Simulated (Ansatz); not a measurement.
The system is MnO.

```
Mn O
1.0
     2.96949    0.00000    0.00000
    -1.48474    2.57165    0.00000
     0.00000    0.00000    2.89807
Mn O
1 1
Direct
  0.00000 0.00000 0.00000
  0.66667 0.33333 0.50000
```

Measurements of this composition are mostly on another form, of space group No. 225.

| Property | Result |
| --- | --- |
| Program | Ansatz 0.2.0 |
| Task | relaxation of cell and atoms |
| Functional | PBE0 |
| Potentials or basis | Ansatz PAW |
| Cutoff | 420 eV (not typed: the program's choice for these potentials) |
| k mesh | 5 × 5 × 5 |
| Occupations | fermi-dirac, width 0.05 eV |
| Spin | collinear spin, ferromagnetic start |
| Starting moments | [4.0, 0.0] μB |

At the start: volume 11.07 Å³/atom.

Question: Where does the relaxation end?

Answer: It ends after 8 steps and the volume is 11.13 Å³/atom (+0.6 %); space group P-6m2 (No. 187, to 0.05 Å); moment 5.00 μB per cell.

The path:
```
step  energy change (eV)  largest force (eV/Å)  volume (Å³)
   1              0.0000                0.0000        22.13
   2             -0.0526                0.0000        22.34
   3             -0.0603                0.0000        22.28
   4             -0.0605                0.0000        22.26
   5             -0.0605                0.0000        22.25
   6             -0.0618                0.0000        22.25
   7             -0.0617                0.0000        22.27
   8             -0.0617                0.0000        22.27
```

Final structure:
```
Mn O
1.0
     3.03583    0.00000    0.00000
    -1.51792    2.62911    0.00000
     0.00000    0.00000    2.78987
Mn O
1 1
Direct
  0.00000 0.00000 0.00000
  0.66667 0.33333 0.50000
```

Caveat: the k mesh is coarse (spacing up to 0.49 Å⁻¹), so the values aren't converged, least of all with exact exchange; the magnetic or orbital state may not be the lowest; the plane-wave basis is chosen anew once the cell has moved, so the energies of steps on either side of that aren't comparable; the pressure holds a Pulay correction of +0.6 GPa for the finite cutoff; a cell with one magnetic atom can't hold antiferromagnetic order, which such compounds often take; the PAW data sets come from PBE, with cores solved anew for the run's functional, which leaves a small shift of forces and pressure.
